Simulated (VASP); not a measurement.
Wanted: the native input for a VASP 6.6.1 run.

```
Task                   : single point
Functional             : LDA
Potentials or basis    : VASP PAW LDA potentials, release 64 (Al, N)
Cutoff                 : 520 eV
k mesh                 : 9 × 9 × 6
Occupations            : gaussian, width 0.02 eV
Spin                   : no spin polarisation
Dipole correction      : no
Further INCAR settings : ALGO = Normal; EDIFF = 1e-07; NBANDS = 16
```

The structure of AlN lies in POSCAR:

```
AlN
1.0
    3.0888185201      0.0000000000      0.0000000000
   -1.5444092601      2.6749953061      0.0000000000
    0.0000000000      0.0000000000      4.9430560284
Al N
2 2
Direct
    0.3333333333      0.6666666667     -0.0019998331
    0.6666666667      0.3333333333      0.4980001669
    0.3333333333      0.6666666667      0.3799998331
    0.6666666667      0.3333333333      0.8799998331
```

The cell was built by a generator and isn't the measured one.

The input as run:

INCAR

```
PREC = Accurate
ENCUT = 520
EDIFF = 1E-7
ISMEAR = 0
SIGMA = 0.02
LREAL = F
LASPH = T
NELM = 100
ALGO = Normal
ISIF = 2
LWAVE = F
LCHARG = T
GGA = CA
LELF = T
LVHAR = T
NBANDS = 16
```

KPOINTS

```
regular mesh
0
Gamma
  9 9 6
```

Potentials or basis: VASP PAW LDA potentials, release 64 (Al, N).

Command:

```bash
$ cat potpaw_LDA.64/Al/POTCAR potpaw_LDA.64/N/POTCAR > POTCAR
$ mpirun -np 1 vasp_std > vasp.out
```

It gave:

| Quantity | Value |
| --- | --- |
| Pressure | 0.6 GPa |
| Band gap on the k mesh | 4.42 eV, direct |

Caveat: an odd mesh through Γ misses points on the zone boundary, where band edges often lie.

Wall time 13 s on 1 thread of Intel(R) Xeon(R) Platinum 8559C (Emerald Rapids) (shared host), peak memory 0.15 GiB.
